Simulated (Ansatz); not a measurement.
## TiAl3 in Ansatz: the effect of functional

TiAl3:

```
Ti Al
1.0
    -1.93626    1.93626    4.33700
     1.93626   -1.93626    4.33700
     1.93626    1.93626   -4.33700
Ti Al
1 3
Direct
  0.00000 0.00000 0.00000
  0.25000 0.75000 0.50000
  0.75000 0.25000 0.50000
  0.50000 0.50000 0.00000
```

The cell comes from a database or a generator and needn't be the stable form of this composition.

The cell isn't the ideal one: volume scaled by 1.04.

Alike in all runs:

| Property | Result |
| --- | --- |
| Program | Ansatz 0.2.0 |
| Task | single point |
| Potentials or basis | Ansatz PAW |
| k mesh | 10 × 10 × 10 |
| Occupations | fermi-dirac, width 0.05 eV |
| Spin | no spin polarisation |

```tsv
functional	cutoff	pressure (GPa)
LDA	420 eV (not typed: the program's choice for these potentials)	-7.2
r2SCAN	500 eV (not typed: the program's choice for these potentials)	-4.1
PBE	420 eV (not typed: the program's choice for these potentials)	?
```

Q: What does the run with functional PBE give?

A: Pressure -2.0 GPa.

Caveats: the PAW data sets come from PBE, with cores solved anew for the run's functional, which leaves a small shift of forces and pressure (some runs).
